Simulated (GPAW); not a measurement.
# NaH (Fm-3m) in GPAW: single point with PBE0

Aim: the single point of NaH with PBE0.

All numbers are computed with GPAW 26.7.0; they aren't measurements. Logs are shortened: lines on timing, memory, paths and dates and some standing lists are left out, and cuts for length are marked. The log counts tension as positive stress, the text compression.

## 1. The crystal as given

The structure is cubic, space group Fm-3m (No. 225). Conventional cell: a = 4.880 Å, b = 4.880 Å, c = 4.880 Å, α = 90.00°, β = 90.00°, γ = 90.00°. Na (site symmetry m-3m) is surrounded by 6 H at 2.44 Å. H (site symmetry m-3m) is surrounded by 6 Na at 2.44 Å.

## 2. Single point, PBE0

run.py

```python
from ase import Atoms
from ase.dft.bandgap import bandgap
from ase.io import write
from ase.parallel import parprint
from gpaw import GPAW, PW

atoms = Atoms(['Na', 'H'],
              cell=[[0.0, 2.44, 2.44],
                    [2.44, 0.0, 2.44],
                    [2.44, 2.44, 0.0]],
              scaled_positions=[[0.0, 0.0, 0.0],
                                [0.5, 0.5, 0.5]],
              pbc=True)

calc = GPAW(mode=PW(600),
            xc='PBE0',
            kpts={'size': (6, 6, 6), 'gamma': True},
            occupations={'name': 'fermi-dirac', 'width': 0.05},
            nbands=9,
            convergence={'density': 1e-05, 'energy': 1e-05},
            maxiter=60,
            txt='gpaw.txt')
atoms.calc = calc
energy = atoms.get_potential_energy()
forces = atoms.get_forces()
calc.write('gs.gpw')
write('result.traj', atoms)
parprint(f'Energy: {energy:.6f} eV')
parprint('Forces (eV/A):')
parprint(forces.round(4))
parprint('Fermi level:', round(calc.get_fermi_level(), 4), 'eV')
parprint(f'Gap: {bandgap(calc)[0]:.4f} eV, direct: {bandgap(calc, direct=True)[0]:.4f} eV')
```

Potentials or basis: GPAW PAW data sets (gpaw-data 1.2.1), pw.

Command:

```
$ OMP_NUM_THREADS=1 mpirun -n 8 gpaw python run.py
```

gpaw.txt:

```text
__  _  _
 | _ |_)|_||  |
 |__||  | ||/\| - 26.7.0

Input parameters:
  mode=PW(ecut=600.0),
  convergence={'density': 1e-05, 'energy': 1e-05},
  kpts=MonkhorstPack(size=(6, 6, 6), gamma=True),
  maxiter=60,
  nbands=9,
  occupations=Occupations(name='fermi-dirac', width=0.05),
  xc=XC(name='PBE0')

Diagonalizing LCAO Hamiltonian
Converting LCAO to pw mode

               H

       Na

Atoms  # Å, Bohr magnetons
|   | symbol |        x |        y |        z |    initial magnetic moments |
|---|--------|----------|----------|----------|-----------------------------|
| 0 |     Na | 0.000000 | 0.000000 | 0.000000 | ( 0.0000,  0.0000,  0.0000) |
| 1 |      H | 2.440000 | 2.440000 | 2.440000 | ( 0.0000,  0.0000,  0.0000) |

Unit cell  # Å
| periodic |        x |        y |        z |  lengths |    angles |
|----------|----------|----------|----------|----------|-----------|
|      yes | 0.000000 | 2.440000 | 2.440000 | 3.450681 | 60.000000 |
|      yes | 2.440000 | 0.000000 | 2.440000 | 3.450681 | 60.000000 |
|      yes | 2.440000 | 2.440000 | 0.000000 | 3.450681 | 60.000000 |

Number of symmetries: 48
Symmetry operations  # r_c * U_cc + t_c -> r_c
|    | kind |            matrix            |
|----|------|------------------------------|
|  0 |  σ   |  1, 0, 0,  1, 0,-1,  1,-1, 0 |
|  1 |  C2  |  1, 0, 0,  1,-1, 0,  1, 0,-1 |
|  2 |  E   |  1, 0, 0,  0, 1, 0,  0, 0, 1 |
|  3 |  σ   |  1, 0, 0,  0, 0, 1,  0, 1, 0 |
|  4 |  C4  |  1, 0,-1,  1, 0, 0,  1,-1, 0 |
|  5 |  S6  |  1, 0,-1,  1,-1, 0,  1, 0, 0 |
|  6 |  σ   |  1, 0,-1,  0, 1,-1,  0, 0,-1 |
|  7 |  C3  |  1, 0,-1,  0, 0,-1,  0, 1,-1 |
|  8 |  S6  |  1,-1, 0,  1, 0, 0,  1, 0,-1 |
|  9 |  C4  |  1,-1, 0,  1, 0,-1,  1, 0, 0 |
| 10 |  C3  |  1,-1, 0,  0,-1, 1,  0,-1, 0 |
| 11 |  σ   |  1,-1, 0,  0,-1, 0,  0,-1, 1 |
| 12 |  σ   |  0, 1, 0,  1, 0, 0,  0, 0, 1 |
| 13 |  C4  |  0, 1, 0,  0, 1,-1, -1, 1, 0 |
| 14 |  C3  |  0, 1, 0,  0, 0, 1,  1, 0, 0 |
| 15 |  S6  |  0, 1, 0, -1, 1, 0,  0, 1,-1 |
| 16 |  C2  |  0, 1,-1,  1, 0,-1,  0, 0,-1 |
| 17 |  σ   |  0, 1,-1,  0, 1, 0, -1, 1, 0 |
| 18 |  S4  |  0, 1,-1,  0, 0,-1,  1, 0,-1 |
| 19 |  C4  |  0, 1,-1, -1, 1, 0,  0, 1, 0 |
| 20 |  C3  |  0, 0, 1,  1, 0, 0,  0, 1, 0 |
| 21 |  σ   |  0, 0, 1,  0, 1, 0,  1, 0, 0 |
| 22 |  S6  |  0, 0, 1,  0,-1, 1, -1, 0, 1 |
| 23 |  C4  |  0, 0, 1, -1, 0, 1,  0,-1, 1 |
| 24 |  S4  |  0, 0,-1,  1, 0,-1,  0, 1,-1 |
| 25 |  C3  |  0, 0,-1,  0, 1,-1,  1, 0,-1 |
| 26 |  C2  |  0, 0,-1,  0,-1, 0, -1, 0, 0 |
| 27 |  S6  |  0, 0,-1, -1, 0, 0,  0,-1, 0 |
| 28 |  S4  |  0,-1, 1,  1,-1, 0,  0,-1, 0 |
| 29 |  C4  |  0,-1, 1,  0, 0, 1, -1, 0, 1 |
| 30 |  C2  |  0,-1, 1,  0,-1, 0,  1,-1, 0 |
| 31 |  σ   |  0,-1, 1, -1, 0, 1,  0, 0, 1 |
| 32 |  C3  |  0,-1, 0,  1,-1, 0,  0,-1, 1 |
| 33 |  S6  |  0,-1, 0,  0, 0,-1, -1, 0, 0 |
| 34 |  S4  |  0,-1, 0,  0,-1, 1,  1,-1, 0 |
| 35 |  C2  |  0,-1, 0, -1, 0, 0,  0, 0,-1 |
| 36 |  C2  | -1, 1, 0,  0, 1, 0,  0, 1,-1 |
| 37 |  S6  | -1, 1, 0,  0, 1,-1,  0, 1, 0 |
| 38 |  S4  | -1, 1, 0, -1, 0, 1, -1, 0, 0 |
| 39 |  C3  | -1, 1, 0, -1, 0, 0, -1, 0, 1 |
| 40 |  S6  | -1, 0, 1,  0, 0, 1,  0,-1, 1 |
| 41 |  C2  | -1, 0, 1,  0,-1, 1,  0, 0, 1 |
| 42 |  C3  | -1, 0, 1, -1, 1, 0, -1, 0, 0 |
| 43 |  S4  | -1, 0, 1, -1, 0, 0, -1, 1, 0 |
| 44 |  C2  | -1, 0, 0,  0, 0,-1,  0,-1, 0 |
[... 67 lines left out ...]
    |   3s |  1.000 |      -2.744 |    1.201 |
    |   2p |  6.000 |     -28.672 |    1.217 |
    |   3p |  0.000 |      -0.743 |    1.217 |
    |    s |        |      24.468 |    1.201 |
    |    d |        |       0.000 |    1.238 |

    Using partial waves for Na as LCAO basis

  H:
    name:    Hydrogen
    Z:       1.0
    valence: 1
    core:    0
    charge:  0.0  # [|e|]
    compensation charges:
      type: gauss
      rc: 0.15  # [Å]
      lmax: 2
    cutoffs:
      filter: 0.85  # [Å]
      core: 0.53  # [Å]
    projectors
    | kind |    occ | energy [eV] | rcut [Å] |
    |------|--------|-------------|----------|
    |   1s |  1.000 |      -6.494 |    0.476 |
    |    s |        |      20.717 |    0.476 |
    |    p |        |       0.000 |    0.476 |

    Using partial waves for H as LCAO basis

Reference energy: -4431.100660  # eV

eigensolver:
  PPCG
  Converge bands: occupied
  niter=2

density mixing:
  MSR1-Mixer
  Pratt-step length: 0.05
  Maximum mixing coefficient: 0.75
  Old densities: 10
  SVD Regularization: 0.005
  Good broyden scale: 1.0
  Trust region scale: 1.0
  Backstep threshold: 4.0
  History deletion threshold: 6.0
  Fourier metric: weight=20.0, sigma=0.015

occupation numbers:
  Fermi-Dirac:
    width: 0.0500  # eV

poisson solver:
  ecut: 4800.0  # eV

xc functional:
  name: HYB_GGA_XC_PBEH with 2 nearest neighbor stencil

convergence criteria:
- Maximum integral of absolute [dens]ity change: 1e-05 electrons / valence electron
- Maximum [total energy] change in last 3 cyles: 1e-05 eV / valence electron
- Maximum integral of absolute [eigenst]ate change: 4e-08 eV^2 / valence electron
maximum number of iterations: 60

IBZ(<points: 16, symmetries: 48>)
Occupied bands: 4
SCF iterations
|iter     | |      energy | eigst |  dens |
|---------|-|-------------|-------|-------|
|iter:   1| | -104.178773 | -0.25 |       |
|iter:   2| |   -5.816181 | -1.44 | -0.84 |
|iter:   3| |   -5.594800 | -2.56 | -0.97 |
|iter:   4| |   -5.509094 | -2.59 | -1.12 |
|iter:   5| |   -5.522422 | -3.16 | -1.37 |
|iter:   6| |   -5.479247 | -3.26 | -1.57 |
|iter:   7| |   -5.462235 | -3.39 | -1.71 |
|iter:   8| |   -5.461920 | -4.66 | -2.02 |
|iter:   9| |   -5.457065 | -4.15 | -2.15 |
|iter:  10| |   -5.456444 | -4.50 | -2.66 |
|iter:  11| |   -5.456459 | -6.09 | -3.29 |
|iter:  12| |   -5.456458c| -6.94 | -3.82 |
|iter:  13| |   -5.456458c| -8.54c| -4.26 |
|iter:  14| |   -5.456458c| -8.97c| -4.69 |
|iter:  15| |   -5.456458c|-10.53c| -5.76c|

Converged in 15 steps
Energy contributions relative to reference atoms: (reference = -4431.100660)

Energy contributions:
  Kinetic:           8.228754
  Coulomb:          -7.861636
  Zero:             -0.027085
  External:          0.000000
  Xc:               92.124492
  Entropy:           0.000000
  Spinorbit:         0.000000
  Hybrid_Xc_Cc:       -54.366554
  Hybrid_Xc_Vc:       -12.175031
  Hybrid_Xc_Vv:       -31.379398
  ----------------------------
  Free energy:      -5.456458
  Extrapolated:     -5.456458

dipole moment: (-4.521809, -4.521809, -4.521809)  # |e|*Ang

Fermi level: -0.029
Eigenvalues  # (at kpt = [0.000, 0.000, 0.000])
| band index |      eig [eV] | occ [0-2] |
|------------|---------------|-----------|
|          0 |       -26.780 |     2.000 |
|          1 |       -26.780 |     2.000 |
|          2 |       -26.780 |     2.000 |
|          3 |        -6.273 |     2.000 |
|          4 |        10.122 |     0.000 |
|          5 |        15.114 |     0.000 |
|          6 |        15.114 |     0.000 |
|          7 |        15.114 |     0.000 |
|          8 |        16.148 |     0.000 |

Gap: 5.514 eV
Transition (v -> c):
  (s=0, k=9, n=3, [0.50, 0.33, -0.17]) -> (s=0, k=15, n=4, [0.50, 0.50, 0.50])
Direct/indirect transitions are different
Direct gap: 6.408 eV
Transition at: (s=0, k=15, n=3, [0.50, 0.50, 0.50])

Forces  # eV/Ang
|       x |        y |        z |
|---------|----------|----------|
| 0.00000 |  0.00000 | -0.00000 |  # Na   0
| 0.00000 | -0.00000 | -0.00000 |  # H    1

# Writing to gs.gpw (mode='')
```

Run time: 5.6 min. Hardware: 8 MPI ranks of Arm Neoverse V2, shared host; peak memory 0.18 GiB.

What came out:

| Property | Result |
| --- | --- |
| Free energy | -5.4565 eV |
| Band gap on the k mesh | 5.51 eV, indirect (least direct gap 6.41 eV) |

Caveat: the PAW data sets were made with another functional, which shifts forces and pressure a little. A k mesh can miss the band edges.
